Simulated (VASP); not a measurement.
# WC (P-6m2) in VASP: notebook

The runs below take WC through relaxation of cell and atoms, with PBE.

Everything below comes from runs of VASP 6.6.1. Logs are shortened: lines on timing, memory, paths and dates and some standing lists are left out, and cuts for length are marked.

## Step 1: Starting point

The structure is hexagonal, space group P-6m2 (No. 187). Conventional cell: a = 2.907 Å, b = 2.907 Å, c = 2.837 Å, α = 90.00°, β = 90.00°, γ = 120.00°. Around W (site symmetry -6m2) lie 6 C at 2.20 Å. Around C (site symmetry -6m2) lie 6 W at 2.20 Å.

## Step 2: Relaxation of cell and atoms, PBE

File INCAR:

```
SYSTEM = WC
PREC = Accurate ; ENCUT = 520
EDIFF = 1E-7 ; ISMEAR = 0
SIGMA = 0.1 ; LREAL = .False.
LASPH = .True. ; NELM = 80
ALGO = Fast ; ISIF = 3
LWAVE = .False. ; LCHARG = .False.
GGA = PE ; IBRION = 2
NSW = 80 ; EDIFFG = -0.002
```

File KPOINTS:

```
Automatic mesh
0
Gamma
  3 3 4
  0 0 0
```

File POSCAR:

```
WC
1.0
    2.9065000000      0.0000000000      0.0000000000
   -1.4532500000      2.5171028400      0.0000000000
    0.0000000000      0.0000000000      2.8366000000
W C
1 1
Direct
    0.0000000000      0.0000000000      0.0000000000
    0.6666666700      0.3333333300      0.5000000000
```

Potentials or basis: VASP PAW PBE potentials, release 64 (W_sv, C).

The run is started by

```console
cat potpaw_PBE.64/W_sv/POTCAR potpaw_PBE.64/C/POTCAR > POTCAR
mpirun -np 1 vasp_std > vasp.out
```

OUTCAR:

```text
SYSTEM = WC
   PREC = Accurate
   ENCUT = 520
   EDIFF = 1E-7
   ISMEAR = 0
   LREAL = .False.
   LASPH = .True.
   NELM = 80
   ISIF = 3
   GGA = PE
   IBRION = 2
   NSW = 80
   EDIFFG = -0.002

 ion  position               nearest neighbor table
   1  0.000  0.000  0.000-   2 2.20   2 2.20   2 2.20   2 2.20   2 2.20   2 2.20
   2  0.667  0.333  0.500-   1 2.20   1 2.20   1 2.20   1 2.20   1 2.20   1 2.20

  LATTYP: Found a hexagonal cell.
 ALAT       =     2.9065000000
 C/A-ratio  =     0.9759504559

  Lattice vectors:

 A1 = (   2.9065000000,   0.0000000000,   0.0000000000)
 A2 = (  -1.4532500000,   2.5171028400,   0.0000000000)
 A3 = (   0.0000000000,   0.0000000000,   2.8366000000)

Analysis of symmetry for initial positions (statically):
=====================================================================
 Subroutine PRICEL returns:
 Original cell was already a primitive cell.

 Routine SETGRP: Setting up the symmetry group for a
 hexagonal supercell.

 Subroutine GETGRP returns: Found 12 space group operations
 (whereof 12 operations were pure point group operations)
 out of a pool of 24 trial point group operations.

The static configuration has the point symmetry D_3h.

Analysis of symmetry for dynamics (positions and initial velocities):
=====================================================================
 Subroutine PRICEL returns:
 Original cell was already a primitive cell.

 Routine SETGRP: Setting up the symmetry group for a
 hexagonal supercell.

 Subroutine GETGRP returns: Found 12 space group operations
 (whereof 12 operations were pure point group operations)
 out of a pool of 24 trial point group operations.

The dynamic configuration has the point symmetry D_3h.

 Subroutine INISYM returns: Found 12 space group operations
 (whereof 12 operations are pure point group operations),
 and found     1 'primitive' translations

----------------------------------------------------------------------------------------

                                     Primitive cell

  volume of cell :      20.7525

  direct lattice vectors                    reciprocal lattice vectors
     2.906500000  0.000000000  0.000000000     0.344056425  0.198641069  0.000000000
    -1.453250000  2.517102840  0.000000000     0.000000000  0.397282139  0.000000000
     0.000000000  0.000000000  2.836600000     0.000000000  0.000000000  0.352534725

  length of vectors
     2.906500000  2.906500003  2.836600000     0.397282139  0.397282139  0.352534725

  position of ions in fractional coordinates (direct lattice)
     0.000000000  0.000000000  0.000000000
     0.666666670  0.333333330  0.500000000

  ion indices of the primitive-cell ions
   primitive index   ion index
                 1           1
                 2           2

----------------------------------------------------------------------------------------

 KPOINTS: Automatic mesh

Automatic generation of k-mesh.
 Grid dimensions read from file:
 generate k-points for:    3    3    4

 Generating k-lattice:

  Cartesian coordinates                     Fractional coordinates (reciprocal lattice)
     0.114685475  0.066213690  0.000000000     0.333333333  0.000000000  0.000000000
     0.000000000  0.132427380  0.000000000     0.000000000  0.333333333  0.000000000
     0.000000000  0.000000000  0.088133681     0.000000000  0.000000000  0.250000000

  Length of vectors
     0.132427380  0.132427380  0.088133681

  Shift w.r.t. Gamma in fractional coordinates (k-lattice)
     0.000000000  0.000000000  0.000000000

 Subroutine IBZKPT returns following result:
 ===========================================

 Found      9 irreducible k-points:

 Following reciprocal coordinates:
            Coordinates               Weight
  0.000000  0.000000  0.000000      1.000000
  0.333333  0.000000  0.000000      6.000000
  0.333333  0.333333  0.000000      2.000000
  0.000000  0.000000  0.250000      2.000000
  0.333333  0.000000  0.250000     12.000000
  0.333333  0.333333  0.250000      4.000000
  0.000000  0.000000  0.500000      1.000000
  0.333333  0.000000  0.500000      6.000000
  0.333333  0.333333  0.500000      2.000000
   k-points           NKPTS =      9   k-points in BZ     NKDIM =      9   number of bands    NBANDS=     13
   number of dos      NEDOS =    301   number of ions     NIONS =      2
   total plane-waves  NPLWV =  13824
   dimension x,y,z NGX =    24 NGY =   24 NGZ =   24
   dimension x,y,z NGXF=    48 NGYF=   48 NGZF=   48
   ions per type =               1   1
   NGX,Y,Z   is equivalent  to a cutoff of  13.73, 13.73, 14.07 a.u.
   NGXF,Y,Z  is equivalent  to a cutoff of  27.46, 27.46, 28.13 a.u.
 SYSTEM =  WC
   PREC   = accura    normal or accurate (medium, high low for compatibility)
   ISTART =      0    job   : 0-new  1-cont  2-samecut
   ICHARG =      2    charge: 1-file 2-atom 10-const
   ISPIN  =      1    spin polarized calculation?
   LNONCOLLINEAR =      F non collinear calculations
   LSORBIT =      F    spin-orbit coupling
   LASPH  =      T    aspherical Exc in radial PAW
   ENCUT  =  520.0 eV  38.22 Ry    6.18 a.u.   5.40  5.40  5.27*2*pi/ulx,y,z
   NELM   =     80;   NELMIN=  2; NELMDL= -5     # of ELM steps
   EDIFF  = 0.1E-06   stopping-criterion for ELM
   LREAL  =      F    real-space projection
   EDIFFG = -.2E-02   stopping-criterion for IOM
   NSW    =     80    number of steps for IOM
   IBRION =      2    ionic relax: 0-MD 1-quasi-New 2-CG
   NFREE  =      1    steps in history (QN), initial steepest desc. (CG)
   ISIF   =      3    stress and relaxation
   ISYM   =      2    0-nonsym 1-usesym 2-fastsym
   POTIM  = 0.5000    time-step for ionic-motion
   TEBEG  =    0.0;   TEEND  =   0.0 temperature during run
   PSTRESS=    0.0 pullay stress
   NELECT =      18.0000    total number of electrons
   NUPDOWN=      -1.0000    fix difference up-down
   EMIN   =  10.00;   EMAX   =-10.00  energy-range for DOS
   EFERMI =   0.00;   METHOD = LEGACY
   ISMEAR =     0;   SIGMA  =   0.10  broadening in eV -4-tet -1-fermi 0-gaus
   EFERMI_NEDOS =   21; number of points for ismear=-14 and -15
   IALGO  =     68    algorithm
   IMIX   =      4    mixing-type and parameters
     AMIX     =   0.40;   BMIX     =  1.00
     AMIX_MAG =   1.60;   BMIX_MAG =  1.00
  volume/ion in A,a.u.               =      10.38        70.02
  Fermi-wavevector in a.u.,A,eV,Ry     =   1.561262  2.950358 33.164744  2.437540
  Thomas-Fermi vector in A             =   2.664353
   LORBIT       =      0    0 simple, 1 ext, 2 COOP (PROOUT), +10 PAW based schemes
   GGA     = PE    functional components
   LHFCALC =     F    Hartree Fock is set to
   AEXX    =    0.0000 exact exchange contribution
   IVDW    =     0    specifies the selected vdW correction
   LEPSILON=     F    determine dielectric tensor
   LRPA    =     F    only Hartree local field effects (RPA)
 conjugate gradient relaxation of ions
 non-spin polarized calculation
 RMM-DIIS sequential band-by-band and
 Gauss-broadening in eV      SIGMA  =   0.10
  energy-cutoff  :      520.00
  volume of cell :       20.75
 maximum number of plane-waves:       575
 NGX is ok and might be reduce to    24
   NGX = 11   NGY = 11   NGZ = 11

--------------------------------------- Ionic step        1  -------------------------------------------

 number of electron      18.0000000 magnetization

 Free energy of the ion-electron system (eV)
  ---------------------------------------------------
  ext. energy  EPLUGINS =         0.00000000
  ---------------------------------------------------
  free energy    TOTEN  =       -22.18721542 eV

  energy without entropy =      -22.17787409  energy(sigma->0) =      -22.18254476

------------------------ aborting loop because EDIFF is reached ----------------------------------------

  FORCE on cell =-STRESS in cart. coord.  units (eV):
  Direction    XX          YY          ZZ          XY          YZ          ZX
  --------------------------------------------------------------------------------------
  -------------------------------------------------------------------------------------
  Total        1.5278158      1.5278158      1.0955819      0.0000000      0.0000000      0.0000000
  in kB      117.9538668    117.9538671     84.5835770      0.0000000      0.0000000      0.0000000
  external PRESSURE =     106.8304370 kB  Pullay stress =       0.0000000 kB

 VOLUME and BASIS-vectors are now :
 -----------------------------------------------------------------------------
  energy-cutoff  :      520.00
  volume of cell :       20.75
      direct lattice vectors                 reciprocal lattice vectors
     2.906500000  0.000000000  0.000000000     0.344056425  0.198641069  0.000000000
    -1.453250000  2.517102840  0.000000000     0.000000000  0.397282139  0.000000000
     0.000000000  0.000000000  2.836600000     0.000000000  0.000000000  0.352534725

 POSITION                                       TOTAL-FORCE (eV/Angst)
 -----------------------------------------------------------------------------------
      0.00000      0.00000      0.00000        -0.000000      0.000000      0.000000
      1.45325      0.83903      1.41830         0.000000     -0.000000      0.000000
 -----------------------------------------------------------------------------------
    total drift:                               -0.000003      0.000002     -0.000000

  FREE ENERGIE OF THE ION-ELECTRON SYSTEM (eV)
  ---------------------------------------------------
  free  energy   TOTEN  =       -22.1872154205 eV
[... 197 lines left out ...]
 VOLUME and BASIS-vectors are now :
 -----------------------------------------------------------------------------
  energy-cutoff  :      520.00
  volume of cell :       21.30
      direct lattice vectors                 reciprocal lattice vectors
     2.946597169  0.000000000  0.000000000     0.339374520  0.195937970 -0.000000000
    -1.473298584  2.551828007 -0.000000000     0.000000000  0.391875940 -0.000000000
     0.000000000  0.000000000  2.833203759     0.000000000  0.000000000  0.352957318

 POSITION                                       TOTAL-FORCE (eV/Angst)
 -----------------------------------------------------------------------------------
      0.00000      0.00000     -0.00000         0.000000     -0.000000      0.000000
      1.47330      0.85061      1.41660        -0.000000      0.000000      0.000000
 -----------------------------------------------------------------------------------
    total drift:                               -0.000003      0.000002     -0.000000

  FREE ENERGIE OF THE ION-ELECTRON SYSTEM (eV)
  ---------------------------------------------------
  free  energy   TOTEN  =       -22.2093408733 eV

  energy  without entropy=      -22.2035781782  energy(sigma->0) =      -22.20645953

--------------------------------------- Ionic step        8  -------------------------------------------

 number of electron      18.0000002 magnetization

 Free energy of the ion-electron system (eV)
  ---------------------------------------------------
  ext. energy  EPLUGINS =         0.00000000
  ---------------------------------------------------
  free energy    TOTEN  =       -22.20939455 eV

  energy without entropy =      -22.20363868  energy(sigma->0) =      -22.20651662

 E-fermi :  11.3122     XC(G=0): -13.6429

 val. band max:       11.2682012891   @ k =   0.0000   0.0000   0.2500
 cond. band min:      11.4414168650   @ k =   0.3333   0.3333   0.0000
 fundamental gap:      0.1732155759
 Fermi energy:        11.3121965287

 k-point     1 :       0.0000    0.0000    0.0000
  band No.  band energies     occupation
      1     -63.3368      2.00000
      2     -27.3284      2.00000
      3     -27.2329      2.00000
      4     -27.2329      2.00000
      5      -3.5640      2.00000
      6       6.5344      2.00000
      7       7.3808      2.00000
      8       7.3808      2.00000
      9      10.9141      2.00000
     10      13.8335      0.00000
     11      13.8335      0.00000
     12      16.2214      0.00000
     13      16.2215      0.00000

 k-point     2 :       0.3333    0.0000    0.0000
  band No.  band energies     occupation
      1     -63.3008      2.00000
      2     -27.7693      2.00000
      3     -27.3581      2.00000
      4     -27.2581      2.00000
      5      -1.3541      2.00000
      6       4.5003      2.00000
      7       7.5952      2.00000
      8       7.9211      2.00000
      9       9.3660      2.00000
     10      13.2073      0.00000
     11      14.2428      0.00000
     12      15.1610      0.00000
     13      17.0736      0.00000
[... 123 lines left out ...]
 VOLUME and BASIS-vectors are now :
 -----------------------------------------------------------------------------
  energy-cutoff  :      520.00
  volume of cell :       21.33
      direct lattice vectors                 reciprocal lattice vectors
     2.948048626  0.000000000  0.000000000     0.339207431  0.195841501 -0.000000000
    -1.474024313  2.553085006  0.000000000     0.000000000  0.391683002 -0.000000000
     0.000000000  0.000000000  2.834503205     0.000000000 -0.000000000  0.352795509

 POSITION                                       TOTAL-FORCE (eV/Angst)
 -----------------------------------------------------------------------------------
      0.00000      0.00000      2.83450         0.000000     -0.000000      0.000000
      1.47402      0.85103      1.41725        -0.000000      0.000000      0.000000
 -----------------------------------------------------------------------------------
    total drift:                               -0.000003      0.000002     -0.000000

  FREE ENERGIE OF THE ION-ELECTRON SYSTEM (eV)
  ---------------------------------------------------
  free  energy   TOTEN  =       -22.2093945472 eV

  energy  without entropy=      -22.2036386830  energy(sigma->0) =      -22.20651662

 reached required accuracy - stopping structural energy minimisation
```

It took 22 s on 1 thread of AMD EPYC 7R13 (Zen 3), shared host; peak memory 0.12 GiB.

Results:

```yaml
Free_energy: -22.2094 eV
Relaxed_volume: 10.67 Å³/atom
Relaxed_cell: a = 2.948 Å, b = 2.948 Å, c = 2.835 Å, α = 90.00°, β = 90.00°, γ = 120.00°
Space_group_after_relaxing_to_0.05_Å: P-6m2 (No. 187)
Energy_gained_by_relaxing: 11.1 meV/atom
Ionic_steps: 8
Pressure_after_relaxing: 0.0 GPa
Band_gap_on_the_k_mesh: none (metal or under the smearing width)
```

The path:
```
step  energy change (eV)  largest force (eV/Å)  pressure (GPa)  volume (Å³)
   1              0.0000                0.0000           10.68        20.75
   2              0.1014                0.0000          -23.47        22.90
   3             -0.0191                0.0000           -0.59        21.34
   4             -0.0191                0.0000           -0.34        21.33
   5             -0.0221                0.0000           -0.26        21.35
   6             -0.0222                0.0000           -0.26        21.35
   7             -0.0221                0.0000            0.56        21.30
   8             -0.0222                0.0000            0.01        21.33
```

Final structure:
```xyz
2
Lattice="2.9480 0.0000 0.0000 -1.4740 2.5531 0.0000 0.0000 0.0000 2.8345" Properties=species:S:1:pos:R:3 pbc="T T T"
W     0.0000    0.0000    2.8345
C     1.4740    0.8510    1.4173
```

Caveat: the k mesh is coarse (spacing up to 0.83 Å⁻¹), so the values aren't converged. PBE usually gives volumes a little too large and moduli too small.

(Part 1 of 2 ends here.)
